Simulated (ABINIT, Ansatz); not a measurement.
## CdS (Hawleyite): G0W0 on several meshes in ABINIT

Wanted: mesh dependence and cost of G0W0 for CdS (Hawleyite).

Calculated with ABINIT 10.8.3; PBE and many-body steps on it, plane waves.

**1. The structure**

Symmetry: F-43m, No. 216, cubic system. Conventional cell: a = 5.833 Å, b = 5.833 Å, c = 5.833 Å, α = 90.00°, β = 90.00°, γ = 90.00°. Cd has 4 S at 2.53 Å nearest. S has 4 Cd at 2.53 Å nearest. Farther neighbours and most contacts between anions are not listed.

The cell and positions come from the Crystallography Open Database and are kept as given unless a step says otherwise.

**2. Empty states on the mesh, 4×4×4 mesh, 363 bands**

This step: ABINIT 10.8.3; DFT, PBE, plane waves, norm-conserving pseudopotentials.

The sums over transitions need many empty states on a uniform mesh; this step solves for them.

run.abi

```
acell 3*1.0 Angstrom
rprim 
  -0.000000000000 2.916500000000 2.916500000000
  2.916500000000 -0.000000000000 2.916500000000
  2.916500000000 2.916500000000 -0.000000000000
ntypat 2
znucl 48 16
natom 2
typat 1 2
xred 
  0.000000000000 0.000000000000 0.000000000000
  0.250000000000 0.250000000000 0.250000000000
pp_dirpath "pseudos"
pseudos "Cd.upf, S.upf"
ecut 47
ngkpt 4 4 4
nshiftk 1
shiftk 0 0 0
kptopt 1
chksymbreak 0
iscf -2
irdden 1
istwfk *1
nband 363
nbdbuf 32
tolwfr 1e-09
nstep 60
prtvol 0
indata_prefix "in"
outdata_prefix "out"
tmpdata_prefix "tmp"
```

Started as:

```
$ OMP_NUM_THREADS=1 mpirun -n 4 abinit run.abi > log
```

Numbers of over 12 decimals in the logs are rounded to 6 here.

What it wrote:

```text
.Version 10.8.3 of ABINIT. v10.8.2 released Aug 2026.

 Symmetries : space group F-4 3 m (#216); Bravais cF (face-center cubic)
[... echo of the input left out ...]
== DATASET  1 ==================================================================
-   mpi_nproc: 4, omp_nthreads: 1 (-1 if OMP is not activated)

--- !DatasetInfo
iteration_state: {dtset: 1, }
dimensions: {natom: 2, nkpt: 8, mband: 363, nsppol: 1, nspinor: 1, nspden: 1, mpw: 5180, }
cutoff_energies: {ecut:  47.0, pawecutdg:  -1.0, }
[...]
7.41827    7.43679    7.43679    7.43679    7.53690    7.59463    7.59463    7.59484
   7.63352    7.63358    7.65873    7.65877    7.66070    7.68006    7.68010    7.68076
   7.78270    7.78340    7.79205
 prteigrs : prtvol=0 or 1, do not print more k-points.

== END DATASET(S) ==============================================================
================================================================================

 -outvars: echo values of variables after computation  --------
            nband         363
             nkpt           8
          spgroup         216
 [... the other variables as echoed above ...]

 Calculation completed.
```

Run time: 3.6 min. Hardware: 4 MPI ranks of Arm Neoverse V2, shared host; peak memory 0.61 GiB; 14 min of CPU time.

This step gave:

| Item | Value |
| --- | --- |
| gap | 1.145 eV |
| k of the valence top | 0, 0, 0 |
| k of the conduction bottom | 0, 0, 0 |
| least direct gap | 1.145 eV |
| k points computed | 8 |
| lowest point of the top converged band, above the valence top | 189.0454 eV |

On this mesh the gap is 1.145 eV.

The density comes from a self-consistent run that is not shown.

**3. Screening, 4×4×4 mesh, 142 bands, screening to 176.9 eV**

The RPA dielectric matrix is built and inverted for each q.

This step: RPA screening on PBE, plane waves, norm-conserving pseudopotentials.

Edit run.abi of step 2 so:

```diff
@@ -20,10 +20,11 @@
 chksymbreak 0
-iscf -2
-irdden 1
 istwfk *1
-nband 363
-nbdbuf 32
-tolwfr 1e-09
-nstep 60
-prtvol 0
+occopt 1
+irdwfk 1
+optdriver 3
+nband 142
+ecuteps 6.5
+inclvkb 2
+awtr 1
+symchi 1
 indata_prefix "in"
```

What it wrote:

```text
.Version 10.8.3 of ABINIT. v10.8.2 released Aug 2026.

 Symmetries : space group F-4 3 m (#216); Bravais cF (face-center cubic)
[... echo of the input left out ...]
== DATASET  1 ==================================================================
-   mpi_nproc: 4, omp_nthreads: 1 (-1 if OMP is not activated)

--- !DatasetInfo
iteration_state: {dtset: 1, }
dimensions: {natom: 2, nkpt: 8, mband: 142, nsppol: 1, nspinor: 1, nspden: 1, mpw: 5180, }
cutoff_energies: {ecut:  47.0, pawecutdg:  -1.0, }
electrons: {nelect:   2.60000000E+01, charge:   0.00000000E+00, occopt:   1.00000000E+00, tsmear:   1.00000000E-02, }

 SCREENING: Calculation of the susceptibility and dielectric matrices

 Based on a program developped by R.W. Godby, V. Olevano, G. Onida, and L. Reining.
 Incorporated in ABINIT by V. Olevano, G.-M. Rignanese, and M. Torrent.
.Using double precision arithmetic ; gwpc =  8

[... cell and pseudopotentials left out ...]
--------------------------------------------------------------------------------

 ==== K-mesh for the wavefunctions ====
 Number of points in the irreducible wedge :     8
[... list of points left out ...]
 Together with 24 symmetry operations and time-reversal symmetry
 yields    64 points in the full Brillouin Zone.

 ==== Q-mesh for the screening function ====
 Number of points in the irreducible wedge :     8
[... list of points left out ...]
 Together with 24 symmetry operations and time-reversal symmetry
 yields    64 points in the full Brillouin Zone.

 setmesh: FFT mesh size selected  =    36x   36x   36
          total number of points  =        46656

 vcoul_init : cutoff-mode = AUXILIARY_FUNCTION
 q-points for optical limit:   1
     1)      0.000010    0.000020    0.000030

- screening: taking advantage of time-reversal symmetry
- Maximum band index for partially occupied states nbvw = 13
- Remaining bands to be divided among processors   nbcw = 129
- Number of bands treated by each node ~32

 Number of electrons calculated from density =   26.0000; Expected =   26.0000
 average of density, n =  0.077653
 r_s =    1.4541
 omega_plasma =   26.8804 [eV]

 calculating chi0 at frequencies [eV] :
  1    0.000000E+00    0.000000E+00
  2    0.000000E+00    2.688042E+01

--------------------------------------------------------------------------------
  q-point number  1        q = ( 0.000000, 0.000000, 0.000000) [r.l.u.]
--------------------------------------------------------------------------------
[... chi0 elements left out ...]
 For q-point:  0.000010 0.000020 0.000030
  dielectric constant =  11.0704
  dielectric constant without local fields =  11.7792

  Average fulfillment of the sum rule on Im[epsilon] for q-point    1 :     71.55  [%]
[... wings left out ...]
  q-point number  2        q = ( 0.250000, 0.000000, 0.000000) [r.l.u.]
--------------------------------------------------------------------------------
[... chi0 elements left out ...]
  Average fulfillment of the sum rule on Im[epsilon] for q-point    2 :     81.89  [%]

 [... 6 further q-points ...]
```

Wall time 61 s (4 MPI ranks); peak memory 1.6 GiB; 4 min of CPU time.

Numbers from this step:

* ε∞ with local fields, on this mesh, along the program's q direction: 11.07
* the same without local fields: 11.78
* plasma frequency: 26.88 eV
* plane waves in the screening matrix: 283

Local fields lower ε∞ by 6 %. On a Γ-centred mesh this coarse the value itself is usually too large, while a short band sum pulls it down.

**4. 4×4×4**

The self-energy is evaluated for the states that the input lists, and the levels follow from it, in one-shot runs by the linearised quasiparticle equation.

This step: G0W0 on PBE, plane waves, norm-conserving pseudopotentials.

Edit run.abi of step 3 so:

```diff
@@ -23,8 +23,15 @@
 irdwfk 1
-optdriver 3
+optdriver 4
 nband 142
+gwcalctyp 0
+ecutsigx 47
+symsigma 1
+nkptgw 1
+kptgw 
+  0.0000000000 0.0000000000 0.0000000000
+bdgw 
+  11 17
 ecuteps 6.5
-inclvkb 2
-awtr 1
-symchi 1
+irdscr 1
+ppmodel 1
 indata_prefix "in"
```

What it wrote:

```text
.Version 10.8.3 of ABINIT. v10.8.2 released Aug 2026.

 Symmetries : space group F-4 3 m (#216); Bravais cF (face-center cubic)
[... echo of the input left out ...]
== DATASET  1 ==================================================================
-   mpi_nproc: 4, omp_nthreads: 1 (-1 if OMP is not activated)

--- !DatasetInfo
iteration_state: {dtset: 1, }
dimensions: {natom: 2, nkpt: 8, mband: 142, nsppol: 1, nspinor: 1, nspden: 1, mpw: 5180, }
cutoff_energies: {ecut:  47.0, pawecutdg:  -1.0, }
electrons: {nelect:   2.60000000E+01, charge:   0.00000000E+00, occopt:   1.00000000E+00, tsmear:   1.00000000E-02, }

 SIGMA: Calculation of the GW corrections

 Based on a program developped by R.W. Godby, V. Olevano, G. Onida, and L. Reining.
 Incorporated in ABINIT by V. Olevano, G.-M. Rignanese, and M. Torrent.
.Using double precision arithmetic ; gwpc =  8

[... cell and pseudopotentials left out ...]
--------------------------------------------------------------------------------

 ==== K-mesh for the wavefunctions ====
 Number of points in the irreducible wedge :     8
[... list of points left out ...]
 Together with 24 symmetry operations and time-reversal symmetry
 yields    64 points in the full Brillouin Zone.

 ==== Q-mesh for screening function ====
 Number of points in the irreducible wedge :     8
[... list of points left out ...]
 Together with 24 symmetry operations and time-reversal symmetry
 yields    64 points in the full Brillouin Zone.

 vcoul_init : cutoff-mode = AUXILIARY_FUNCTION
 q-points for optical limit:   1
     1)      0.000010    0.000020    0.000030
 setmesh: FFT mesh size selected  =    50x   50x   50
          total number of points  =       125000

 Number of electrons calculated from density =   26.0000; Expected =   26.0000
 average of density, n =  0.077653
 r_s =    1.4541
 omega_plasma =   26.8804 [eV]

 === KS Band Gaps ===
  >>>> For spin  1
   Minimum direct gap =   1.1447 [eV], located at k-point      :   0.0000  0.0000  0.0000
   Fundamental gap    =   1.1447 [eV], Top of valence bands at :   0.0000  0.0000  0.0000
                                       Bottom of conduction at :   0.0000  0.0000  0.0000
 SIGMA fundamental parameters:
 PLASMON POLE MODEL  1
 number of plane-waves for SigmaX                 5065
 number of plane-waves for SigmaC and W            283
 number of plane-waves for wavefunctions          5065
 number of bands                                   142
 number of independent spin polarizations            1
 number of spinorial components                      1
 number of k-points in IBZ                           8
 number of q-points in IBZ                           8
 number of symmetry operations                      24
 number of k-points in BZ                           64
 number of q-points in BZ                           64
 number of frequencies for dSigma/dE                 9
 frequency step for dSigma/dE [eV]                0.25
 number of omega for Sigma on real axis              0
 max omega for Sigma on real axis  [eV]           0.00
 zcut for avoiding poles [eV]                     0.10

 EPSILON^-1 parameters (SCR file):
 dimension of the eps^-1 matrix on file            283
 dimension of the eps^-1 matrix used               283
 number of plane-waves for wavefunctions          5065
 number of bands                                   142
 number of q-points in IBZ                           8
 number of frequencies                               2
 number of real frequencies                          1
 number of imag frequencies                          1

 matrix elements of self-energy operator (all in [eV])

 Perturbative Calculation

--- !SelfEnergy_ee
iteration_state: {dtset: 1, }
kpoint     : [   0.000,    0.000,    0.000, ]
spin       : 1
KS_gap     :    1.145
QP_gap     :    2.098
Delta_QP_KS:    0.953
data: !SigmaeeData |
     Band     E0 <VxcDFT>   SigX SigC(E0)      Z dSigC/dE  Sig(E)    E-E0       E
       11   4.366 -15.389 -18.420   1.995   0.781  -0.280 -16.198  -0.809   3.557
       12   4.366 -15.389 -18.420   1.995   0.781  -0.280 -16.198  -0.809   3.557
       13   4.366 -15.389 -18.420   1.995   0.781  -0.280 -16.198  -0.809   3.557
       14   5.511 -10.636  -6.668  -3.791   0.812  -0.231 -10.492   0.144   5.655
       15  10.897 -10.642  -5.801  -4.356   0.810  -0.235 -10.249   0.393  11.290
       16  10.897 -10.642  -5.801  -4.356   0.810  -0.235 -10.249   0.393  11.290
       17  10.897 -10.642  -5.801  -4.356   0.810  -0.235 -10.249   0.393  11.290

== END DATASET(S) ==============================================================
================================================================================

 -outvars: echo values of variables after computation  --------
           etotal      0.0000000000E+00
            nband         142
             nkpt           8
          spgroup         216
 [... the other variables as echoed above ...]

 Calculation completed.
```

Elapsed: 9.6 s, on 4 MPI ranks; peak memory 1.4 GiB.

This step gave:

```yaml
g0w0_gap_on_the_points_computed: 2.098 eV
starting_gap_on_the_mesh: 1.145 eV
k_of_the_valence_top: 0, 0, 0
k_of_the_conduction_bottom: 0, 0, 0
z_at_the_valence_top: 0.781
z_at_the_conduction_bottom: 0.812
least_direct_g0w0_gap_on_the_computed_points: 2.098 eV
```

The gap on the mesh goes from 1.14 eV to 2.10 eV, a correction of +0.95 eV.

**5. Empty states on the mesh, 6×6×6 mesh, 156 bands**

This step: DFT, PBE, plane waves, norm-conserving pseudopotentials.

Edit run.abi of step 4 so:

```diff
@@ -15,3 +15,3 @@
 ecut 47
-ngkpt 4 4 4
+ngkpt 6 6 6
 nshiftk 1
@@ -20,18 +20,10 @@
 chksymbreak 0
+iscf -2
+irdden 1
 istwfk *1
-occopt 1
-irdwfk 1
-optdriver 4
-nband 142
-gwcalctyp 0
-ecutsigx 47
-symsigma 1
-nkptgw 1
-kptgw 
-  0.0000000000 0.0000000000 0.0000000000
-bdgw 
-  11 17
-ecuteps 6.5
-irdscr 1
-ppmodel 1
+nband 156
+nbdbuf 14
+tolwfr 1e-09
+nstep 60
+prtvol 0
 indata_prefix "in"
```

What it wrote:

```text
.Version 10.8.3 of ABINIT. v10.8.2 released Aug 2026.

 Symmetries : space group F-4 3 m (#216); Bravais cF (face-center cubic)
[... echo of the input left out ...]
== DATASET  1 ==================================================================
-   mpi_nproc: 4, omp_nthreads: 1 (-1 if OMP is not activated)

--- !DatasetInfo
iteration_state: {dtset: 1, }
dimensions: {natom: 2, nkpt: 16, mband: 156, nsppol: 1, nspinor: 1, nspden: 1, mpw: 5188, }
cutoff_energies: {ecut:  47.0, pawecutdg:  -1.0, }
[...]
3.72492    3.72492    3.72492    3.74428    3.77308    3.77308    3.95761    3.95761
   3.95761    3.96166    4.04325    4.04325    4.06713    4.06714    4.06714    4.13437
   4.15983    4.16323    4.16900    4.20117
 prteigrs : prtvol=0 or 1, do not print more k-points.

== END DATASET(S) ==============================================================
================================================================================

 -outvars: echo values of variables after computation  --------
            nband         156
             nkpt          16
          spgroup         216
 [... the other variables as echoed above ...]

 Calculation completed.
```

It took 1.9 min on 4 MPI ranks; peak memory 0.51 GiB.

This step gave:

```yaml
gap: 1.145 eV
k_of_the_valence_top: 0, 0, 0
k_of_the_conduction_bottom: 0, 0, 0
least_direct_gap: 1.145 eV
k_points_computed: 16
lowest_point_of_the_top_converged_band_above_the_valence_top: 98.3047 eV
```

On this mesh the gap is 1.145 eV.

(Part 1 of 2 ends here.)

[Paths, hosts, dates, memory and timing lines, banners, echoed tables and standing remarks are left out of the program output.]

[Logs are printed without paths, hosts, clocks, repeated set-up lines and the standing remarks that a program may print on its own settings, such as how far it seeks lower states.]

[Runs of the session that timed out or met a known fault of the program may be left out.]

[Hosts, paths, dates, database ids (printed as entryN), source tags and the programs' standing remarks are cut or masked in the printed files.]

[G0W0 gaps are taken among the corrected bands and points alone; a level outside them can change the order at an edge.]

[Where Ansatz stands beside ABINIT at settings called matched, ABINIT's density can come from a denser mesh and the files from another edition; pairs whose starting gaps differed by over 0.03 eV were left out, so agreement reads better than it is.]
